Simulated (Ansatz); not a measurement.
Crystal: MnO.

```
Mn O
1.0
     2.67239    0.00000    0.00000
     0.00000    2.67239    0.00000
     0.00000    0.00000    2.67239
Mn O
1 1
Direct
  0.00000 0.00000 0.00000
  0.50000 0.50000 0.50000
```

Measurements of this composition are mostly on another form, of space group No. 225.

* Program: Ansatz 0.2.0
* Task: relaxation of cell and atoms
* Functional: PBE0
* Potentials or basis: Ansatz PAW
* Cutoff: 420 eV (not typed: the program's choice for these potentials)
* k mesh: 5 × 5 × 5
* Occupations: fermi-dirac, width 0.05 eV
* Spin: collinear spin, ferromagnetic start
* Starting moments: [4.0, 0.0] μB

At the start: volume 9.54 Å³/atom.

Problem. How do energy, volume and symmetry change on relaxing?

Solution. It ends after 7 steps and the volume is 10.35 Å³/atom (+8.5 %); space group Pm-3m (No. 221, to 0.05 Å); moment 5.00 μB per cell.

The path:
```csv
step,energy change (eV),largest force (eV/Å),volume (Å³)
1,0.0000,0.0000,19.09
2,-0.0639,0.0000,20.20
3,-0.0676,0.0000,20.59
4,-0.0674,0.0000,20.64
5,-0.0771,0.0000,20.64
6,-0.0769,0.0000,20.70
7,-0.0772,0.0000,20.70
```

Final structure:
```
Mn O
1.0
     2.74571    0.00000    0.00000
     0.00000    2.74571    0.00000
     0.00000    0.00000    2.74571
Mn O
1 1
Direct
  0.00000 0.00000 0.00000
  0.50000 0.50000 0.50000
```

Caveat: the k mesh is coarse (spacing up to 0.47 Å⁻¹), so the values aren't converged, least of all with exact exchange; the magnetic or orbital state may not be the lowest; the plane-wave basis is chosen anew once the cell has moved, so the energies of steps on either side of that aren't comparable; the pressure holds a Pulay correction of +0.7 GPa for the finite cutoff; a cell with one magnetic atom can't hold antiferromagnetic order, which such compounds often take; the PAW data sets come from PBE, with cores solved anew for the run's functional, which leaves a small shift of forces and pressure.
